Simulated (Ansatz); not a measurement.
A run of Ansatz 0.2.0 is set up as follows.

File input.yaml:

```yaml
crystal:
  lattice:
    - [0.0, 2.15540016, 2.15540016]
    - [2.15540016, 0.0, 2.15540016]
    - [2.15540016, 2.15540016, 0.0]
  atoms:
    - { symbol: Fe, position: [0.0, 0.0, 0.0], spin: 3.0 }
    - { symbol: O, position: [0.5, 0.5, 0.5] }
hamiltonian:
  xc: pbe
  pseudopotentials: { kind: paw }
magnetization:
  spin_polarized: true
kpoints:
  mp_grid: { grid: [6, 6, 6] }
  band_path:
    path:
      - [[0.0, 0.0, 0.0], [0.5, 0.0, 0.5], [0.5, 0.25, 0.75], [0.375, 0.375, 0.75], [0.0, 0.0, 0.0], [0.5, 0.5, 0.5], [0.625, 0.25, 0.625], [0.5, 0.25, 0.75], [0.5, 0.5, 0.5], [0.375, 0.375, 0.75]]
      - [[0.625, 0.25, 0.625], [0.5, 0.0, 0.5]]
    npoints: 14
scf:
  occupations: { method: fermi_dirac, width: 0.05 }
  n_extra_bands: 6
output:
  forces: true
  stress: true
  eigenvalues: true
  fatbands: false
  write_density: true
  write_potential: true
  elf: true
  volumetric_format: npy
```

Potentials or basis: Ansatz PAW.

Launch:

```bash
$ ansatz run input.yaml --threads 2 --pin off --max-ram 5632MiB --backend cpu --events-out ev --progress --plain --runs-dir out
```

Q: Predict the site moments.

A: Fe +3.45; O +0.32 μB.

Q: Estimate the pressure.

A: 0.0 GPa.

Levels at the corners of the path, in eV from the Fermi level:
Spin up:
| point | band 11 | band 12 | band 13 | band 14 | band 15 | band 16 |
| --- | --- | --- | --- | --- | --- | --- |
| Γ | -3.88 | -3.69 | -3.69 | -0.01 | 15.19 | 16.93 |
| X | -2.82 | -2.80 | -2.80 | 5.18 | 8.64 | 10.70 |
| W | -2.93 | -2.80 | -1.74 | 7.35 | 8.90 | 8.90 |
| K | -2.66 | -2.49 | -1.73 | 6.68 | 8.66 | 8.66 |
| Γ | -3.88 | -3.69 | -3.69 | -0.01 | 15.19 | 16.93 |
| L | -2.51 | -0.36 | -0.36 | 3.98 | 8.37 | 12.45 |
| U | -2.66 | -2.49 | -1.73 | 6.68 | 8.66 | 8.66 |
| W | -2.93 | -2.80 | -1.74 | 7.35 | 8.90 | 8.90 |
| L | -2.51 | -0.36 | -0.36 | 3.98 | 8.37 | 12.45 |
| K | -2.66 | -2.49 | -1.73 | 6.68 | 8.66 | 8.66 |
| U | -2.66 | -2.49 | -1.73 | 6.68 | 8.66 | 8.66 |
| X | -2.82 | -2.80 | -2.80 | 5.18 | 8.64 | 10.70 |
Spin down:
```
point  band 5  band 6  band 7  band 8  band 9  band 10  band 11  band 12  band 13  band 14
    Γ  -20.28   -3.34   -3.34   -3.34   -0.75    -0.75    -0.75     0.21     0.21     0.79
    X  -19.07   -6.96   -4.51   -4.51   -2.14     0.74     0.74     0.76     1.16     6.53
    W  -18.97   -6.17   -6.17   -5.60   -0.06    -0.06     0.75     1.08     1.83     8.70
    K  -18.99   -6.58   -6.19   -4.92   -0.82     0.56     0.66     1.32     1.77     7.95
    Γ  -20.28   -3.34   -3.34   -3.34   -0.75    -0.75    -0.75     0.21     0.21     0.79
    L  -19.07   -8.08   -5.21   -5.21    0.39     0.39     0.59     2.80     2.80     4.47
    U  -18.99   -6.58   -6.19   -4.92   -0.82     0.56     0.66     1.32     1.77     7.95
    W  -18.97   -6.17   -6.17   -5.60   -0.06    -0.06     0.75     1.08     1.83     8.70
    L  -19.07   -8.08   -5.21   -5.21    0.39     0.39     0.59     2.80     2.80     4.47
    K  -18.99   -6.58   -6.19   -4.92   -0.82     0.56     0.66     1.32     1.77     7.95
    U  -18.99   -6.58   -6.19   -4.92   -0.82     0.56     0.66     1.32     1.77     7.95
    X  -19.07   -6.96   -4.51   -4.51   -2.14     0.74     0.74     0.76     1.16     6.53
```

Caveat: the k mesh is coarse (spacing up to 0.42 Å⁻¹), so the values aren't converged; the pressure holds a Pulay correction of +0.6 GPa for the finite cutoff; a cell with one magnetic atom can't hold antiferromagnetic order, which such compounds often take; semilocal functionals often make such compounds metallic where correlation or magnetic order opens a gap, which also shifts bond lengths.
